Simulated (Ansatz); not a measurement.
ZnTe:
Space group F-43m (No. 216); a = b = c = 6.1467 Å, α = β = γ = 90.00°

```
atom  site  symmetry       x       y       z
----  ----  --------  ------  ------  ------
Te      4c      -43m  0.2500  0.2500  0.2500
Zn      4a      -43m  0.0000  0.0000  0.0000
```
(The calculation used a cell of 2 atoms; values per cell refer to that cell.)

This is the HSE06-relaxed structure.

Q: All from plane-wave PAW HSE06 (Ansatz code), unless another level is named. Give the band gap.

A: 2.16 eV (direct).

Q: And the valence-band maximum?

A: at Γ.

The cell was relaxed with HSE06 under the symmetry of its start. The hybrid was solved on a coarse mesh, the path and, where they were found, the r²SCAN edge points; its band edges are the extreme levels among these. Spin–orbit coupling is left out wherever it is not named.

Potentials: the later of the program's two PAW sets.
